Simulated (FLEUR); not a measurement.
# Pb (Fm-3m) in FLEUR: further runs

Aim: see how the results for Pb move with the level of theory and the settings. Levels: LDA, PBE. Tasks: band structure, equation of state.

All numbers are computed with FLEUR, more than one build; they aren't measurements. Logs are shortened: lines on timing, memory, paths and dates and some standing lists are left out, and cuts for length are marked.

## 1. The structure

Symmetry: Fm-3m, No. 225, cubic system. The conventional cell has a = 4.950 Å, b = 4.950 Å, c = 4.950 Å, α = 90.00°, β = 90.00°, γ = 90.00°. Pb (site symmetry m-3m) has 12 Pb at 3.50 Å as nearest neighbours.

## 2. Band structure, LDA, spin-orbit coupling, no magnetisation

Input file inp.xml:

```xml
<?xml version="1.0" encoding="UTF-8" standalone="no"?>
<fleurInput fleurInputVersion="0.39">
   <comment>
      Pb                                                                                                  
   </comment>
   <calculationSetup>
      <cutoffs Kmax="3.8" Gmax="11.8" GmaxXC="11.8" numbands="all"/>
      <scfLoop itmax="60" minDistance="0.00001" maxIterBroyd="15" imix="Anderson" alpha="0.05" precondParam="0.0" spinf="2.0"/>
      <coreElectrons ctail="T" frcor="F" kcrel="0" coretail_lmax="0"/>
      <xcFunctional name="vwn" relativisticCorrections="F"/>
      <magnetism jspins="1"/>
      <soc l_soc="T" theta="0.0" phi="0.0" spav="F"/>
      <expertModes spex="0" secvar="F"/>
      <geometryOptimization l_f="F" forcealpha="1.0" forcemix="BFGS" epsdisp="0.00001" epsforce="0.00001"/>
      <ldaU l_linMix="F" mixParam="0.05" spinf="1.0"/>
   </calculationSetup>
   <cell>
      <bzIntegration valenceElectrons="20.0" mode="hist" fermiSmearingEnergy="0.00183747">
         <kPointListSelection listName="default-1"/>
         <!-- k-points included here -->
         <xi:include xmlns:xi="http://www.w3.org/2001/XInclude" href="kpts.xml"> </xi:include>
      </bzIntegration>
      <!-- symmetry operations included here -->
      <xi:include xmlns:xi="http://www.w3.org/2001/XInclude" href="sym.xml"> </xi:include>
      <bulkLattice scale="1.0">
         <bravaisMatrix>
            <row-1>    0.0000000000000000     4.6771099529074922     4.6771099529074922</row-1>
            <row-2>    4.6771099529074922     0.0000000000000000     4.6771099529074922</row-2>
            <row-3>    4.6771099529074922     4.6771099529074922     0.0000000000000000</row-3>
         </bravaisMatrix>
      </bulkLattice>
   </cell>
   <atomSpecies>
      <species name="Lead (Pb)" element="Pb" atomicNumber="82">
         <mtSphere radius="2.66" gridPoints="879" logIncrement="0.015"/>
         <atomicCutoffs lmax="11" lnonsphr="8"/>
         <electronConfig flipSpins="F">
            <coreConfig>(1s1/2) (2s1/2) (2p1/2) (2p3/2) (3s1/2) (3p1/2) (3p3/2) (4s1/2) (3d3/2) (3d5/2) (4p1/2) (4p3/2) (4d3/2) (4d5/2) (4f5/2) (4f7/2) (5s1/2)</coreConfig>
            <valenceConfig>(5p1/2) (5p3/2) (6s1/2) (5d3/2) (5d5/2) (6p1/2) (6p3/2)</valenceConfig>
            <stateOccupation state="(6p1/2)" spinUp="0.333333" spinDown="0.333333"/>
            <stateOccupation state="(6p3/2)" spinUp="0.666667" spinDown="0.666667"/>
         </electronConfig>
         <energyParameters s="6" p="6" d="5" f="5"/>
         <lo type="SCLO" l="1" n="5" eDeriv="0"/>
         <lo type="SCLO" l="1" n="5" eDeriv="1"/>
         <lo type="SCLO" l="0" n="6" eDeriv="2"/>
         <lo type="SCLO" l="2" n="5" eDeriv="2"/>
         <lo type="SCLO" l="3" n="5" eDeriv="2"/>
      </species>
   </atomSpecies>
   <atomGroups>
      <atomGroup species="Lead (Pb)">
         <relPos label="                   1">.0000000000 .0000000000 .0000000000</relPos>
         <force calculate="T" relaxXYZ="TTT"/>
      </atomGroup>
   </atomGroups>
   <output dos="F" band="F" slice="F">
      <checks vchk="F" cdinf="F"/>
      <bandDOS minEnergy="-.5*Htr" maxEnergy="0.5*Htr" sigma="0.015" storeEVData="T"/>
      <vacuumDOS vacdos="F" integ="F" star="F" nstars="0" locx1="0.0" locy1="0.0" locx2="0.0" locy2="0.0" nstm="0" tworkf="0.0"/>
      <unfoldingBand unfoldBand="F" supercellX="1" supercellY="1" supercellZ="1"/>
      <plotting iplot="0" polar="F">
         <plot TwoD="T" vec1="  1.0  0.0  0.0" vec2="  0.0  1.0  0.0" vec3="  0.0  0.0  1.0" zero="  0.0  0.0  0.0" file="plot"/>
      </plotting>
      <chargeDensitySlicing numkpt="0" minEigenval="0.0" maxEigenval="0.0" nnne="0" pallst="F"/>
      <specialOutput eonly="F"/>
      <magneticCircularDichroism mcd="F" energyLo="-10.0" energyUp="0.0"/>
   </output>
  <!-- We include the file relax.xml here to enable relaxations (see documentation) -->
  <xi:include xmlns:xi="http://www.w3.org/2001/XInclude" href="relax.xml"> <xi:fallback/> </xi:include>
</fleurInput>
```

Input file crystal.txt:

```
Pb
&input cartesian=F /
0.0000000000  2.4750200000  2.4750200000
2.4750200000  0.0000000000  2.4750200000
2.4750200000  2.4750200000  0.0000000000
1.8897261246
1.0 1.0 1.0

1
82 0.0000000000  0.0000000000  0.0000000000

&soc 0.0 0.0 /
&kpt div1=7 div2=7 div3=7 gamma=T /
```

Input file inp.xml (bands):

```
<?xml version="1.0" encoding="UTF-8" standalone="no"?>
<fleurInput fleurInputVersion="0.39">
   <comment>
      Pb                                                                                                  
   </comment>
   <calculationSetup>
      <cutoffs Kmax="3.8" Gmax="11.8" GmaxXC="11.8" numbands="all"/>
      <scfLoop itmax="60" minDistance="0.00001" maxIterBroyd="15" imix="Anderson" alpha="0.05" precondParam="0.0" spinf="2.0"/>
      <coreElectrons ctail="T" frcor="F" kcrel="0" coretail_lmax="0"/>
      <xcFunctional name="vwn" relativisticCorrections="F"/>
      <magnetism jspins="1"/>
      <soc l_soc="T" theta="0.0" phi="0.0" spav="F"/>
      <expertModes spex="0" secvar="F"/>
      <geometryOptimization l_f="F" forcealpha="1.0" forcemix="BFGS" epsdisp="0.00001" epsforce="0.00001"/>
      <ldaU l_linMix="F" mixParam="0.05" spinf="1.0"/>
   </calculationSetup>
   <cell>
      <bzIntegration valenceElectrons="20.0" mode="hist" fermiSmearingEnergy="0.00183747">
         <kPointListSelection listName="path-1"/>
         <!-- k-points included here -->
         <xi:include xmlns:xi="http://www.w3.org/2001/XInclude" href="kpts.xml"> </xi:include>
      </bzIntegration>
      <!-- symmetry operations included here -->
      <xi:include xmlns:xi="http://www.w3.org/2001/XInclude" href="sym.xml"> </xi:include>
      <bulkLattice scale="1.0">
         <bravaisMatrix>
            <row-1>    0.0000000000000000     4.6771099529074922     4.6771099529074922</row-1>
            <row-2>    4.6771099529074922     0.0000000000000000     4.6771099529074922</row-2>
            <row-3>    4.6771099529074922     4.6771099529074922     0.0000000000000000</row-3>
         </bravaisMatrix>
      </bulkLattice>
   </cell>
   <atomSpecies>
      <species name="Lead (Pb)" element="Pb" atomicNumber="82">
         <mtSphere radius="2.66" gridPoints="879" logIncrement="0.015"/>
         <atomicCutoffs lmax="11" lnonsphr="8"/>
         <electronConfig flipSpins="F">
            <coreConfig>(1s1/2) (2s1/2) (2p1/2) (2p3/2) (3s1/2) (3p1/2) (3p3/2) (4s1/2) (3d3/2) (3d5/2) (4p1/2) (4p3/2) (4d3/2) (4d5/2) (4f5/2) (4f7/2) (5s1/2)</coreConfig>
            <valenceConfig>(5p1/2) (5p3/2) (6s1/2) (5d3/2) (5d5/2) (6p1/2) (6p3/2)</valenceConfig>
            <stateOccupation state="(6p1/2)" spinUp="0.333333" spinDown="0.333333"/>
            <stateOccupation state="(6p3/2)" spinUp="0.666667" spinDown="0.666667"/>
         </electronConfig>
         <energyParameters s="6" p="6" d="5" f="5"/>
         <lo type="SCLO" l="1" n="5" eDeriv="0"/>
         <lo type="SCLO" l="1" n="5" eDeriv="1"/>
         <lo type="SCLO" l="0" n="6" eDeriv="2"/>
         <lo type="SCLO" l="2" n="5" eDeriv="2"/>
         <lo type="SCLO" l="3" n="5" eDeriv="2"/>
      </species>
   </atomSpecies>
   <atomGroups>
      <atomGroup species="Lead (Pb)">
         <relPos label="                   1">.0000000000 .0000000000 .0000000000</relPos>
         <force calculate="T" relaxXYZ="TTT"/>
      </atomGroup>
   </atomGroups>
   <output dos="F" band="T" slice="F">
      <checks vchk="F" cdinf="F"/>
      <bandDOS minEnergy="-.5*Htr" maxEnergy="0.5*Htr" sigma="0.015" storeEVData="T"/>
      <vacuumDOS vacdos="F" integ="F" star="F" nstars="0" locx1="0.0" locy1="0.0" locx2="0.0" locy2="0.0" nstm="0" tworkf="0.0"/>
      <unfoldingBand unfoldBand="F" supercellX="1" supercellY="1" supercellZ="1"/>
      <plotting iplot="0" polar="F">
         <plot TwoD="T" vec1="  1.0  0.0  0.0" vec2="  0.0  1.0  0.0" vec3="  0.0  0.0  1.0" zero="  0.0  0.0  0.0" file="plot"/>
      </plotting>
      <chargeDensitySlicing numkpt="0" minEigenval="0.0" maxEigenval="0.0" nnne="0" pallst="F"/>
      <specialOutput eonly="F"/>
      <magneticCircularDichroism mcd="F" energyLo="-10.0" energyUp="0.0"/>
   </output>
  <!-- We include the file relax.xml here to enable relaxations (see documentation) -->
  <xi:include xmlns:xi="http://www.w3.org/2001/XInclude" href="relax.xml"> <xi:fallback/> </xi:include>
</fleurInput>
```

Potentials or basis: all-electron, FLAPW.

Command:

```sh
$ inpgen -f crystal.txt -profile fastHighL
$ # inp.xml edited to the form shown
$ fleur
$ fleur   # second run, on inp.xml (bands)
```

The program printed:

```text
Welcome to FLEUR        (www.flapw.de)
      MaX-Release 8.1          (www.max-centre.eu)

 ========== k-point set info ==========
 Selected k-point list: default-1
 k-point list type: mesh
 7 x 7 x 7
 Number of k points: 52

 ------------Calculation Setup---------------------------
 Number of OMP-threads    :            1
 Number of basis functions:          231
 Approximate size of matrices (H+S) per k-point:         0.001 GB
 --------------------------------------------------------
 Iteration:     1   Distance:      11.36488836 me/bohr^3
 Iteration:     2   Distance:      10.67001886 me/bohr^3
 Iteration:     3   Distance:       3.64614038 me/bohr^3
 Iteration:     4   Distance:       0.28516546 me/bohr^3
 Iteration:     5   Distance:       0.27493481 me/bohr^3
 Iteration:     6   Distance:       0.04881039 me/bohr^3
 Iteration:     7   Distance:       0.00222956 me/bohr^3
 Iteration:     8   Distance:       0.00117485 me/bohr^3
 Iteration:     9   Distance:       0.00004898 me/bohr^3
 Iteration:    10   Distance:       0.00000273 me/bohr^3

 ********************************************************************
 Run finished successfully
 Stop message:
   all done
 ********************************************************************
```

output (bands):

```text
Welcome to FLEUR        (www.flapw.de)
      MaX-Release 8.1          (www.max-centre.eu)

 ========== k-point set info ==========
 Selected k-point list: path-1
 k-point list type: path
 Number of k points: 60

 ------------Calculation Setup---------------------------
 Number of OMP-threads    :            1
 Number of basis functions:          235
 Approximate size of matrices (H+S) per k-point:         0.001 GB
 --------------------------------------------------------
 Fermi energy correction for metals:
 Fermi energy in bands.* files may not be consistent with last density.
 Please correct it manually (e.g. in band.gnu file).

 Note: Band structure data (together with different weights) is also stored in the banddos.hdf file.
       A convenient way of extracting and plotting the data from that file is by making use of the

 ********************************************************************
 Run finished successfully
 Stop message:
   Charge density postprocessing done.
 ********************************************************************
```

out.xml (last iteration):

```text
<iteration numberForCurrentRun="   10" overallNumber="   10">
         <energyParameters units="Htr">
            <atomicEP atomType="1" spin="1" branch="6s" branchLowest="-4.86" branchHighest="0.58" value="-0.0491107147"/>
            <atomicEP atomType="1" spin="1" branch="6p" branchLowest="-2.71" branchHighest="1.42" value="0.2309188981"/>
            <atomicEP atomType="1" spin="1" branch="5d" branchLowest="-14.30" branchHighest="-0.27" value="-0.3051429930"/>
            <atomicEP atomType="1" spin="1" branch="5f" branchLowest="-4.46" branchHighest="1.88" value="0.5692420981"/>
            <loAtomicEP atomType="1" spin="1" branch="5p" branchLowest="-23.20" branchHighest="-2.71" value="-2.7115414904"/>
            <loAtomicEP atomType="1" spin="1" branch="5p" branchLowest="-23.20" branchHighest="-2.71" value="-2.7115414904"/>
            <loAtomicEP atomType="1" spin="1" branch="6s" branchLowest="-4.86" branchHighest="0.58" value="-0.0491107147"/>
            <loAtomicEP atomType="1" spin="1" branch="5d" branchLowest="-14.30" branchHighest="-0.27" value="-0.3432639184"/>
            <loAtomicEP atomType="1" spin="1" branch="5f" branchLowest="-4.46" branchHighest="1.88" value="0.5692209101"/>
         </energyParameters>
         <eigenvalues>
            <eigenvaluesAt spin="1" ikpt="1" k_x="0.00000000" k_y="0.00000000" k_z="0.00000000">
                      -3.2030644273       -3.2030644273       -2.4838952765       -2.4838952765       -2.4838952765
                      -2.4838952765       -0.3995054300       -0.3995054300       -0.3995054300       -0.3995054300
                      -0.3078933247       -0.3078933247       -0.3042485308       -0.3042485308       -0.3042485308
                      -0.3042485308       -0.1537461629       -0.1537461629        0.4812415379        0.4812415379
                       0.5846932580        0.5846932580        0.5846932580        0.5846932580        0.6413009353
                       0.6413009353        0.6987596123        0.6987596123        0.7371948520        0.7371948520
                       0.7371948520        0.7371948520        0.7493595064        0.7493595064        0.8088531455
                       0.8088531455        0.8277775191        0.8277775191        0.8277775195        0.8277775195
                       0.9662820250        0.9662820250        0.9662820254        0.9662820254        0.9688774894
                       0.9688774894        1.3405391524        1.3405391524        1.3416458803        1.3416458803
                       1.3416458804        1.3416458804        1.7003154086        1.7003154086        1.7124191645
[... 53 lines left out ...]
            <mtCharges spin="1">
               <mtCharge atomType="1" total="18.0554131" s="1.4287771" p="6.7999307" d="9.8175607" f="0.0081371"/>
            </mtCharges>
            <spinDependentCharge spin="1" total="20.0000000" interstitial="1.9445869" mtSpheres="18.0554131"/>
            <totalCharge value="20.0000000000"/>
         </valenceDensity>
         <coreStates atomType="     1" atomicNumber=" 82" spin="1" kinEnergy="  24086.4730897720" eigValSum=" -12914.9042057816" lostElectrons=" 0.000045">
            <state n="1" l="0" j="0.5" energy="-3230.3522206978" weight="1.0000000000"/>
            <state n="2" l="0" j="0.5" energy="-576.9948757264" weight="1.0000000000"/>
            <state n="2" l="1" j="0.5" energy="-554.1969350730" weight="1.0000000000"/>
            <state n="2" l="1" j="1.5" energy="-473.7996469920" weight="2.0000000000"/>
            <state n="3" l="0" j="0.5" energy="-138.1585438057" weight="1.0000000000"/>
            <state n="3" l="1" j="0.5" energy="-127.8584388717" weight="1.0000000000"/>
[... 9 lines left out ...]
            <state n="4" l="3" j="3.5" energy="-4.3773367592" weight="4.0000000000"/>
            <state n="5" l="0" j="0.5" energy="-4.8586126044" weight="1.0000000000"/>
         </coreStates>
         <allElectronCharges>
            <spinDependentCharge spin="1" total="82.0000000" interstitial="1.9446323" mtSpheres="80.0553677"/>
            <totalCharge value="82.0000000008"/>
         </allElectronCharges>
         <totalEnergy                                    value="   -20917.1399696330" units="Htr">
            <sumOfEigenvalues                            value="   -12934.3059605921">
               <coreElectrons value="-12914.9042057816"/>
               <valenceElectrons value="-19.4017548105"/>
            </sumOfEigenvalues>
            <densityCoulombPotentialIntegral value="-36776.7009158414"/>
            <densityEffectivePotentialIntegral value="-37279.8613968162"/>
            <chargeDenXCDenIntegral value="-378.9719587752"/>
            <FockExchangeEnergyValence value="0.0000000000"/>
            <FockExchangeEnergyCore value="0.0000000000"/>
            <atomTypeDependentContributions atomType="1">
               <electronNucleiInteractionDifferentMTs value="26455.2712006299"/>
               <MadelungTerm value="-40.1017885313"/>
            </atomTypeDependentContributions>
            <tkbTimesEntropy value="0.0001051656"/>
            <freeEnergy value="-20917.1400747987"/>
            <extrapolationTo0K value="-20917.1400222158"/>
         </totalEnergy>
         <densityConvergence units="me/bohr^3">
            <chargeDensity spin="1" distance="0.0000027283"/>
         </densityConvergence>
      </iteration>
```

Run time: 54 s. Hardware: 1 thread of INTEL XEON PLATINUM 8581C at 2.30GHz (Emerald Rapids), shared host; peak memory 0.09 GiB.

Results:

- Free energy: -569184.3777 eV
- Band gap along the path: none (metal or under the smearing width)
- Valence electrons inside the program's atomic spheres: Pb 18.06 (radii Pb 2.66 bohr)

Levels at the corners of the path, in eV from the Fermi level:
```tsv
point	band 16	band 17	band 18	band 19	band 20	band 21	band 22	band 23	band 24	band 25
Γ	-15.78	-11.68	-11.68	5.60	5.60	8.41	8.41	8.41	8.41	9.95
X	-15.54	-6.69	-6.69	-3.24	-3.24	1.64	1.64	2.74	2.74	5.58
W	-15.65	-6.59	-6.59	-1.83	-1.83	-0.82	-0.82	0.54	0.54	10.94
K	-15.62	-6.78	-6.78	-2.36	-2.36	-0.99	-0.99	3.14	3.14	6.68
Γ	-15.78	-11.68	-11.68	5.60	5.60	8.41	8.41	8.41	8.41	9.95
L	-15.63	-8.08	-8.08	-4.12	-4.12	4.84	4.84	6.47	6.47	9.43
U	-15.62	-6.78	-6.78	-2.36	-2.36	-0.99	-0.99	3.14	3.14	6.68
W	-15.65	-6.59	-6.59	-1.83	-1.83	-0.82	-0.82	0.54	0.54	10.94
L	-15.63	-8.08	-8.08	-4.12	-4.12	4.84	4.84	6.47	6.47	9.43
K	-15.62	-6.78	-6.78	-2.36	-2.36	-0.99	-0.99	3.14	3.14	6.68
U	-15.62	-6.78	-6.78	-2.36	-2.36	-0.99	-0.99	3.14	3.14	6.68
X	-15.54	-6.69	-6.69	-3.24	-3.24	1.64	1.64	2.74	2.74	5.58
```

Core levels (eV from the Fermi level):
```csv
atom,levels
1 Pb,"1s1/2 -87909.9, 2s1/2 -15708.3, 2p1/2 -15088.0, 2p3/2 -12900.2, 3s1/2 -3767.0, 3p1/2 -3486.7, 3p3/2 -2998.7, 4s1/2 -849.0, 3d3/2 -2536.9, 3d5/2 -2433.0, 4p1/2 -727.7, 4p3/2 -608.0, 4d3/2 -410.3, 4d5/2 -387.9, 4f5/2 -131.7, 4f7/2 -126.6, 5s1/2 -139.7"
```

[end of part 1 of 3]
